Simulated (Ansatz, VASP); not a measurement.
## One calculation of Ge, two programs

INCAR

```
PREC     = Accurate       # precision mode
ENCUT    = 520            # plane-wave cutoff, eV
EDIFF    = 1E-7           # SCF threshold, eV
ISMEAR   = 0              # smearing method
SIGMA    = 0.027000000000000003 # smearing width, eV
LREAL    = False          # projectors in reciprocal space
LASPH    = True           # aspherical terms in the spheres
NELM     = 60             # most SCF steps
ALGO     = Normal         # electronic algorithm
ISIF     = 2              # what is computed and relaxed
LWAVE    = False          # write WAVECAR
LCHARG   = True           # write CHGCAR
GGA      = PE             # functional
LELF     = True           # ELF
LVHAR    = True
```

The input KPOINTS:

```
Automatic mesh
0
Gamma
  8 8 8
```

File POSCAR:

```
Ge
1.0
    0.0000000000      2.8289100000      2.8289100000
    2.8289100000      0.0000000000      2.8289100000
    2.8289100000      2.8289100000      0.0000000000
Ge
2
Direct
    0.7500000000      0.7500000000      0.7500000000
    0.5000000000      0.5000000000      0.5000000000
```

Contents of input.yaml:

```yaml
crystal:
  lattice:
    - [0.0, 2.82891, 2.82891]
    - [2.82891, 0.0, 2.82891]
    - [2.82891, 2.82891, 0.0]
  atoms:
    - { symbol: Ge, position: [0.75, 0.75, 0.75] }
    - { symbol: Ge, position: [0.5, 0.5, 0.5] }
hamiltonian:
  xc: pbe
  pseudopotentials: { kind: paw }
kpoints:
  mp_grid: { grid: [8, 8, 8] }
scf:
  occupations: { method: gaussian, width: 0.027 }
output:
  forces: true
  stress: true
  eigenvalues: true
```

Alike in both runs: task single point; functional PBE; k mesh 8 × 8 × 8; occupations gaussian, width 0.027 eV; no spin polarisation.

|  | VASP | Ansatz |
| --- | --- | --- |
| version | VASP 6.6.1 | Ansatz 0.2.0 |
| potentials or method | VASP PAW PBE potentials, release 64 (Ge_d) | Ansatz PAW |
| plane-wave cutoff (eV) | 520 | 420 |
| valence electrons in the cell | 28 | 28 |

VASP gave:

```
gap on the k mesh at the Fermi level (eV) : 0.03
least direct gap on the mesh (eV)         : 0.03
pressure (GPa)                            : 3.5
```

Task: Which values does Ansatz return?

Result: gap on the k mesh at the Fermi level (eV): 0.03; least direct gap on the mesh (eV): 0.03; pressure (GPa): 3.6.

A k mesh can miss the band edges. A hybrid or GW would open this gap; PBE tends to underestimate it.
